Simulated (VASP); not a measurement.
Input of a VASP 6.6.1 run:

The input INCAR:

```
ALGO = Fast
EDIFF = 1E-6
ENCUT = 520
GGA = PS
ISIF = 2
ISMEAR = 0
LASPH = True
LCHARG = False
LREAL = False
LWAVE = False
NBANDS = 16
NELM = 100
PREC = Accurate
SIGMA = 0.02
```

Contents of KPOINTS:

```
k-points
0
Gamma
  10 10 10
```

The input POSCAR:

```
ZnS
1.0
   -0.0116570415      2.8058850495      2.8068857700
    2.8049654685      0.0586368120      2.7365919165
    2.7716171340      2.7022428615      0.0919851465
Zn S
1 1
Direct
   -0.0054813007      0.0146285102      0.0055811288
    0.7554813007      0.7353714898      0.7444188712
```

Potentials or basis: VASP PAW PBE potentials, release 64 (Zn, S).

Run with:

```console
$ cat potpaw_PBE.64/Zn/POTCAR potpaw_PBE.64/S/POTCAR > POTCAR
$ mpirun -np 1 vasp_std > vasp.out
```

(1) What does it give for the largest force?

(2) What does it give for the band gap on the k mesh?

Answers

(1) 0.780 eV/Å.

(2) 1.73 eV, direct.

Caveat: the PAW data sets were made with another functional, which shifts forces and pressure a little.
